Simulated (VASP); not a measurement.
Input of a VASP 6.6.1 run:

POSCAR

```
GaP
1.0
    0.0000000000      2.7184163015      2.7184163015
    2.7184163015      0.0000000000      2.7184163015
    2.7184163015      2.7184163015      0.0000000000
  Ga              P
     1     1
Direct
     0.0000000000000000    0.0000000000000000    0.0000000000000000
     0.2500000000000000    0.2500000000000000    0.2500000000000000
```

INCAR.step1

```
PREC = Accurate ; ENCUT = 600
EDIFF = 1E-8 ; ISMEAR = 0
SIGMA = 0.03 ; LREAL = F
LASPH = T ; NELM = 80
ALGO = Fast ; ISIF = 3
LWAVE = F ; LCHARG = F
GGA = PS ; IBRION = 2
NSW = 40 ; EDIFFG = -0.002
```

File INCAR.step2:

```
PREC = Accurate ; ENCUT = 600
EDIFF = 1E-8 ; ISMEAR = 0
SIGMA = 0.03 ; LREAL = F
LASPH = T ; NELM = 80
ALGO = Fast ; ISIF = 2
LWAVE = F ; LCHARG = F
GGA = PS ; IBRION = 6
NFREE = 2 ; POTIM = 0.015
NSW = 1
```

The input KPOINTS:

```
Automatic mesh
0
Gamma
  8 8 8
```

Potentials or basis: VASP PAW PBE potentials, release 64 (Ga_d, P).

Command:

```sh
$ cat potpaw_PBE.64/Ga_d/POTCAR potpaw_PBE.64/P/POTCAR > POTCAR
$ cp INCAR.step1 INCAR
$ mpirun -np 1 vasp_std > vasp.out
$ cp CONTCAR POSCAR
$ cp INCAR.step2 INCAR
$ mpirun -np 1 vasp_std > vasp.out
```

**Question.** Estimate the highest phonon frequency at Γ, LO-TO splitting left out.

**Answer.** 356 cm⁻¹.

Phonon frequencies in cm⁻¹ (negative: imaginary):
```csv
q point,frequencies
"(0.000, 0.000, 0.000)",0 0 0 356 356 356
```
